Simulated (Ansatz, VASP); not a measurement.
## Al: VASP beside Ansatz

File INCAR:

```
SYSTEM = Al
ALGO = Normal ; EDIFF = 1E-6
ENCUT = 520 ; GGA = PE
ISIF = 2 ; ISMEAR = -1
LASPH = .True. ; LCHARG = .False.
LREAL = .False. ; LWAVE = .False.
NBANDS = 8 ; NELM = 60
PREC = Accurate ; SIGMA = 0.1
```

Contents of KPOINTS:

```
k-points
0
Gamma
  5 5 5
  0 0 0
```

File POSCAR:

```
Al
1.0
    0.0000000000      2.0199630948      2.0199630948
    2.0199630948      0.0000000000      2.0199630948
    2.0199630948      2.0199630948      0.0000000000
Al
1
Direct
    0.0000000000      0.0000000000      0.0000000000
```

Input for Ansatz:

```yaml
crystal:
  lattice:
    - [0.0, 2.0199630948, 2.0199630948]
    - [2.0199630948, 0.0, 2.0199630948]
    - [2.0199630948, 2.0199630948, 0.0]
  atoms:
    - { symbol: Al, position: [0.0, 0.0, 0.0] }
hamiltonian:
  xc: pbe
  pseudopotentials:
    kind: paw
    azcp:
      Al: "pseudopotentials/Al.paw.azcp"
basis:
  ecutwfc: 420
  fft_grid_basis: typed
kpoints:
  mp_grid: { grid: [5, 5, 5], shift: [0, 0, 0] }
magnetization:
  spin_polarized: false
scf:
  occupations: { method: fermi_dirac, width: 0.1 }
  lower_state_search: "off"
output:
  stress: true
  write_density: true
  write_potential: true
  elf: true
  volumetric_format: npy
```

Alike in both runs: task single point; functional PBE; k mesh 5 × 5 × 5; occupations fermi-dirac, width 0.1 eV; no spin polarisation.

|  | VASP | Ansatz |
| --- | --- | --- |
| version | VASP 6.6.1 | Ansatz 0.2.0 |
| potentials or method | VASP PAW PBE potentials, release 64 (Al) | plane waves (420 eV) with PAW, scalar-relativistic |
| plane-wave cutoff (eV) | 520 | 420 |
| valence electrons in the cell | 3 | 3 |

|  | VASP | Ansatz | Ansatz less VASP |
| --- | --- | --- | --- |
| pressure (GPa) | 1.7 | 1.8 | +0.04 |

Caveats: the k mesh is coarse (spacing up to 0.54 Å⁻¹), so the values aren't converged.
